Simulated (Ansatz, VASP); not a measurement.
## One calculation of HfH6, two programs

File INCAR:

```
SYSTEM = HfH6
ALGO     = Normal         ! electronic algorithm
EDIFF    = 1E-6           ! SCF threshold, eV
EDIFFG   = -0.04          ! ionic threshold
ENCUT    = 600            ! plane-wave cutoff, eV
GGA      = PE             ! functional
IBRION   = 2              ! ionic algorithm
ISIF     = 3              ! what is computed and relaxed
ISMEAR   = 0              ! smearing method
LASPH    = .TRUE.         ! aspherical terms in the spheres
LCHARG   = .FALSE.        ! write CHGCAR
LREAL    = .FALSE.        ! projectors in reciprocal space
LWAVE    = .FALSE.        ! write WAVECAR
NELM     = 60             ! most SCF steps
NSW      = 90             ! ionic steps
PREC     = Accurate       ! precision mode
SIGMA    = 0.1            ! smearing width, eV
```

The input KPOINTS:

```
k-points
0
G
  6 6 6
  0 0 0
```

Contents of POSCAR:

```
HfH6
1.0
   -2.4661794100      2.4661794100      2.4290013400
    2.4661794100     -2.4661794100      2.4290013400
    2.4661794100      2.4661794100     -2.4290013400
Hf H
1 6
Direct
    0.0000000000      0.0000000000      0.0000000000
    0.0000000000      0.2931927400      0.2931927400
    0.0000000000      0.7068072600      0.7068072600
    0.2931927400      0.0000000000      0.2931927400
    0.7068072600      0.0000000000      0.7068072600
    0.5000000000      0.0000000000      0.5000000000
    0.0000000000      0.5000000000      0.5000000000
```

Input for Ansatz:

```yaml
crystal:
  lattice:
    - [-2.46617941, 2.46617941, 2.42900134]
    - [2.46617941, -2.46617941, 2.42900134]
    - [2.46617941, 2.46617941, -2.42900134]
  atoms:
    - { symbol: Hf, position: [0.0, 0.0, 0.0] }
    - { symbol: H, position: [0.0, 0.29319274, 0.29319274] }
    - { symbol: H, position: [0.0, 0.70680726, 0.70680726] }
    - { symbol: H, position: [0.29319274, 0.0, 0.29319274] }
    - { symbol: H, position: [0.70680726, 0.0, 0.70680726] }
    - { symbol: H, position: [0.5, 0.0, 0.5] }
    - { symbol: H, position: [0.0, 0.5, 0.5] }
basis:
  ecutwfc: 420
kpoints:
  mp_grid: { grid: [6, 6, 6] }
hamiltonian:
  xc: pbe
scf:
  occupations: { method: gaussian, width: 0.1 }
  lower_state_search: "off"
output:
  forces: true
  stress: true
  eigenvalues: true
relax:
  adjacent_minimum: "off"
  f_tol: 0.04
  max_steps: 70
  cell: { stress_tol: 0.4 }
```

Alike in both runs: task relaxation of cell and atoms; functional PBE; k mesh 6 × 6 × 6; occupations gaussian, width 0.1 eV; no spin polarisation.

|  | VASP | Ansatz |
| --- | --- | --- |
| version | VASP 6.6.1 | Ansatz 0.2.0 |
| potentials or method | VASP PAW PBE potentials, release 64 (Hf_pv, H) | scalar-relativistic, plane waves, PAW |
| plane-wave cutoff (eV) | 600 | 420 |
| valence electrons in the cell | 16 | 32 |

```tsv
	VASP	Ansatz	Ansatz less VASP
gap on the k mesh at the Fermi level, each at its own relaxed structure (eV)	none	none	-
relaxed volume (Å³/atom)	8.72	8.68	-0.048
relaxed cell length with the largest relative difference (Å)	4.479	4.478	-0.0013
energy change over the relaxation (meV/atom)	-1115	-1108	+7.1
```

A gap of «none» marks a metal or a gap that the smearing closes. The two sets of potentials don't hold the same shells in valence.

The runs have no spin-orbit coupling, so splittings on Hf are missing.
